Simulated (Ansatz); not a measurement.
Ba under changes of volume

One of the cells (62.989 Å³/atom); the others are scaled copies at fixed shape and fractional positions:

```
Ba
1.0
    -2.50650    2.50650    2.50650
     2.50650   -2.50650    2.50650
     2.50650    2.50650   -2.50650
Ba
1
Direct
  0.00000 0.00000 0.00000
```

| Quantity | Value |
| --- | --- |
| Program | Ansatz 0.2.0 |
| Functional | PBE |
| Potentials or basis | Ansatz PAW |
| Cutoff | 420 eV (not typed: the program's choice for these potentials) |
| k mesh | 8 × 8 × 8 |
| Occupations | fermi-dirac, width 0.05 eV |
| Spin | no spin polarisation |

```csv
volume (Å³/atom),energy over the lowest point (meV/atom),pressure (GPa)
59.209,6.39,0.6
60.469,2.61,0.4
61.729,0.52,0.2
62.989,0.00,0.0
64.249,?,?
65.508,3.16,-0.3
66.768,6.60,-0.5
```

Task: What does the run at 64.249 Å³/atom give?

Result: Energy over the lowest point 0.92 meV/atom; pressure -0.2 GPa.

Worked out: A Birch-Murnaghan fit of order 3 (a polynomial in V^(-2/3)) to the other rows has its minimum at 62.80 Å³/atom with B0 = V·E''(V) = 9.2 GPa and B' = 3.3. It gives 0.92 meV/atom at 64.249 Å³/atom, against the run's 0.92, and -dE/dV = -0.2 GPa, against -0.2.

Energies are extrapolated to zero smearing.
